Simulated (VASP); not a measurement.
# CdSe: single point with r2SCAN

CdSe:

```
Cd Se
1.0
     4.26433    0.00000    0.00000
    -2.13216    3.69302    0.00000
     0.00000    0.00000    7.19131
Cd Se
2 2
Cartesian
  0.0000 2.4620 0.0239
  2.1322 1.2310 3.6195
  0.0000 2.4620 2.6729
  2.1322 1.2310 6.2685
```

The cell was built by a generator and needn't be a form met in nature.

The cell isn't the ideal one: epitaxial_xy strain -1.8%.

```yaml
Program: VASP 6.6.1
Task: single point
Functional: r2SCAN
Potentials_or_basis: VASP PAW PBE potentials, release 64 (Cd, Se)
Cutoff: 520 eV
k_mesh: 12 × 12 × 4
Occupations: gaussian, width 0.01 eV
Spin: no spin polarisation
Dipole_correction: no
Further_INCAR_settings: ALGO = Normal; EDIFF = 1e-06; NBANDS = 26
```

```yaml
Pressure: 1.2 GPa
Band_gap_on_the_k_mesh: 1.06 eV, direct
```

Forces on the atoms (eV/Å):
```
Cd   0.000  0.000 -0.003
Cd   0.000  0.000 -0.003
Se   0.000  0.000  0.003
Se   0.000  0.000  0.003
```

Stress tensor (GPa, compression positive):
```
1.73 0.00 0.00
0.00 1.73 0.00
0.00 0.00 0.27
```

Levels at points of the mesh, in eV from the valence-band top:
```csv
k point,band 16,band 17,band 18,band 19,band 20,band 21
"(0.00, 0.00, 0.00)",-0.20,0.00,0.00,1.06,2.87,6.37
"(0.50, 0.00, 0.00)",-1.82,-1.45,-0.75,3.56,3.81,4.89
"(0.00, 0.00, 0.50)",-0.38,-0.38,-0.38,2.86,2.86,6.17
"(0.50, 0.00, 0.50)",-1.53,-1.33,-1.33,3.20,3.20,5.25
```

Wall time 5 min on 1 thread of AMD EPYC 9R45 (Zen 5) (shared host), peak memory 0.3 GiB.

Caveat: the PAW data sets were made with another functional, which shifts forces and pressure a little. A k mesh can miss the band edges.
